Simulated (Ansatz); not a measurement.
# Where the states of La lie

Space group P6_3/mmc (No. 194). a = 3.750 Å, b = 3.750 Å, c = 6.070 Å, α = 90.00°, β = 90.00°, γ = 120.00°
```
atom  site  symmetry       x       y       z
  La    2c      -6m2  0.3333  0.6667  0.2500
```

The runs use the primitive cell with vectors (3.750, 0.000, 0.000), (-1.875, 3.248, 0.000), (0.000, 0.000, 6.070) Å, to which the k mesh refers.

The cell is COD entry 9008503, as deposited and not checked against the literature; nothing was relaxed. It differs from other determinations.

No spin–orbit coupling, which matters for the heavy atoms here.

Method: DFT, PBE, all-electron LAPW, scalar-relativistic in Ansatz 0.2.0.

The runs use a Γ-centred 11×11×6 k mesh, Fermi–Dirac smearing of 0.05 eV, basis error target 0.25 meV/atom, no spin polarisation.

**Question.** Which of the resolved shells contributes most within 0.3 eV of the Fermi level?

**Answer.** La 5d, with 80 % of all states there; La 4f follows with 11 %.

**Question.** Where is the centre of the filled La 5d states between -14 eV and the top of the filled states?

**Answer.** -0.89 eV from the Fermi level.

**Question.** Tabulate the density of states.

**Answer.** States per eV and cell, averaged over 0.4 eV, from -3.0 to 0.8 eV, with energies (bin centres) from the Fermi level; empty bins are left out. The partial columns, the largest 3 alone, are projections on Löwdin-orthogonalised atomic shells (those that the program's projection atoms carry: the occupied ones and, for some elements, an empty d or f shell; other empty shells have no column), summed over atoms of an element. Weights on diffuse s and p shells depend on that basis and aren't pure angular character.
```tsv
E (eV)	total	La 5d	La 4f	La 6s
-2.9	0.09	0.00	0.00	0.08
-2.5	0.20	0.01	0.00	0.17
-2.1	0.34	0.03	0.00	0.26
-1.7	1.69	1.01	0.01	0.58
-1.3	3.91	2.97	0.08	0.71
-0.9	3.13	2.54	0.10	0.37
-0.5	2.86	2.34	0.14	0.27
-0.1	3.67	2.99	0.36	0.19
0.3	3.27	2.46	0.48	0.20
0.7	4.13	2.65	1.12	0.21
```
